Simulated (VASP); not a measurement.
The system is Si.

```
CELL_PARAMETERS angstrom
-1.62691 1.62691 1.32033
1.62691 -1.62691 1.32033
1.62691 1.62691 -1.32033
ATOMIC_POSITIONS crystal
Si 0.00000 0.00000 0.00000
```

This isn't the form of Si at room conditions, which is diamond.

```yaml
Program: VASP 6.6.1
Task: single point
Functional: PBE
Potentials_or_basis: VASP PAW PBE potentials, release 64 (Si)
Cutoff: 520 eV
k_mesh: 13 × 13 × 13
Occupations: fermi-dirac, width 0.05 eV
Spin: no spin polarisation
```

On this cell: pressure 3.5 GPa; band gap on the k mesh none (metal or under the smearing width).

The same run follows on a disturbed copy (cell strained at random at fixed volume):

```
Si
1.0
    -1.61030    1.61911    1.31237
     1.61830   -1.62054    1.32399
     1.63276    1.64300   -1.31413
Si
1
Direct
  0.98622 0.98437 0.99946
```

Question: What does the disturbed cell give?

Answer: The energy (extrapolated to zero smearing) moves by -0.6 meV/atom; pressure 3.5 GPa; band gap on the k mesh none (metal or under the smearing width).

Stress tensor (GPa, compression positive):
```
 4.37 -0.36  0.70
-0.36  4.24 -0.20
 0.70 -0.20  1.94
```
